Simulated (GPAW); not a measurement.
Crystal: BAs.

```
CELL_PARAMETERS angstrom
0.00000 2.38850 2.38850
2.38850 0.00000 2.38850
2.38850 2.38850 0.00000
ATOMIC_POSITIONS crystal
As 0.75000 0.75000 0.75000
B 0.00000 0.00000 0.00000
```

```yaml
Program: GPAW 26.7.0
Task: relaxation of cell and atoms
Functional: PBEsol
Dispersion: D3(BJ)
Potentials_or_basis: PAW data sets generated in the run's folder for this functional
Cutoff: 800 eV
Basis: pw
k_mesh: 10 × 10 × 10
Occupations: fermi-dirac, width 0.05 eV
Spin: no spin polarisation
```

At the start: pressure -3.5 GPa; volume 13.63 Å³/atom.

Task: Where does the relaxation end?

Result: Over 3 steps the energy falls by 3.5 meV/atom and the volume is 13.28 Å³/atom (-2.5 %); space group F-43m (No. 216, to 0.05 Å).

Step by step:
```csv
step,energy change (eV),largest force (eV/Å),pressure (GPa),volume (Å³)
1,0.0000,0.0000,-3.50,27.25
2,-0.0032,0.0000,-2.64,27.08
3,-0.0070,0.0000,0.08,26.57
```

Final structure:
```xyz
2
Lattice="0.0000 2.3684 2.3684 2.3684 0.0000 2.3684 2.3684 2.3684 0.0000" Properties=species:S:1:pos:R:3 pbc="T T T"
As    3.5525    3.5525    3.5525
B     0.0000    0.0000    0.0000
```

Caveat: later steps reuse the first step's grids.
